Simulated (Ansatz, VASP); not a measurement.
**Two plane-wave programs on CaO**

File INCAR:

```
PREC = Accurate
ENCUT = 600
EDIFF = 1E-7
ISMEAR = 0
SIGMA = 0.1
LREAL = F
LASPH = T
NELM = 100
ALGO = Normal
ISIF = 3
LWAVE = F
LCHARG = F
GGA = PE
IBRION = 2
NSW = 90
EDIFFG = -0.04
```

Contents of KPOINTS:

```
Automatic mesh
0
Gamma
  6 6 6
```

File POSCAR:

```
CaO
1.0
    1.6775345200      0.9685250100      6.0004496500
   -1.6775345200      0.9685250100      6.0004496500
    0.0000000000     -1.9370500100      6.0004496500
Ca O
2 2
Direct
    0.4166666700      0.4166666700      0.4166666700
    0.5833333300      0.5833333300      0.5833333300
    0.0000000000      0.0000000000      0.0000000000
    0.8333333300      0.8333333300      0.8333333300
```

Input for Ansatz:

```yaml
crystal:
  lattice:
    - [1.67753452, 0.96852501, 6.00044965]
    - [-1.67753452, 0.96852501, 6.00044965]
    - [0.0, -1.93705001, 6.00044965]
  atoms:
    - { symbol: Ca, position: [0.41666667, 0.41666667, 0.41666667] }
    - { symbol: Ca, position: [0.58333333, 0.58333333, 0.58333333] }
    - { symbol: O, position: [0.0, 0.0, 0.0] }
    - { symbol: O, position: [0.83333333, 0.83333333, 0.83333333] }
basis:
  ecutwfc: 420
kpoints:
  mp_grid: { grid: [6, 6, 6] }
hamiltonian:
  xc: pbe
scf:
  occupations: { method: gaussian, width: 0.1 }
  lower_state_search: "off"
output:
  forces: true
  stress: true
  eigenvalues: true
relax:
  adjacent_minimum: "off"
  f_tol: 0.04
  max_steps: 70
  cell: { stress_tol: 0.4 }
```

Alike in both runs: task relaxation of cell and atoms; functional PBE; k mesh 6 × 6 × 6; occupations gaussian, width 0.1 eV; no spin polarisation.

```csv
,VASP,Ansatz
version,VASP 6.6.1,Ansatz 0.2.0
potentials or method,"VASP PAW PBE potentials, release 64 (Ca_sv, O)","scalar-relativistic, plane waves, PAW"
plane-wave cutoff (eV),600,420
valence electrons in the cell,32,32
```

```tsv
	VASP	Ansatz	Ansatz less VASP
gap on the k mesh at the Fermi level, each at its own relaxed structure (eV)	3.69	3.70	+0.016
relaxed volume (Å³/atom)	14.21	14.17	-0.043
relaxed cell length with the largest relative difference (Å)	6.148	6.143	-0.0050
energy change over the relaxation (meV/atom)	-13	-15	-1.2
```

A k mesh can miss the band edges. Expect the measured gap to be larger: semilocal functionals such as PBE lack the derivative discontinuity.
